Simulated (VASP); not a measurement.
```yaml
crystal:
  lattice:
    - [0.00000, 2.95109, 2.95109]
    - [2.95109, 0.00000, 2.95109]
    - [2.95109, 2.95109, 0.00000]
  atoms:
    - { symbol: Na, position: [0.00000, 0.00000, 0.00000] }
    - { symbol: Br, position: [0.50000, 0.50000, 0.50000] }
```

Method: LDA (Ceperley-Alder, Perdew-Zunger), VASP's LDA PAW potentials (set 64) (plane waves; VASP). Numerical set-up: 520 eV cut-off, 8×8×8 Γ-centred mesh, Gaussian smearing of 0.050 eV, potentials Na_pv Br.

Problem. Give the stress tensor in GPa (positive for a compressed cell).

Solution. 
```
-1.36   0.00   0.00
 0.00  -1.36   0.00
 0.00   0.00  -1.36
```
The pressure is its mean diagonal, -1.36 GPa.

The compound is NaBr in the rock salt structure. This cell is one point of a volume scan, at 1.06 of the reference volume.
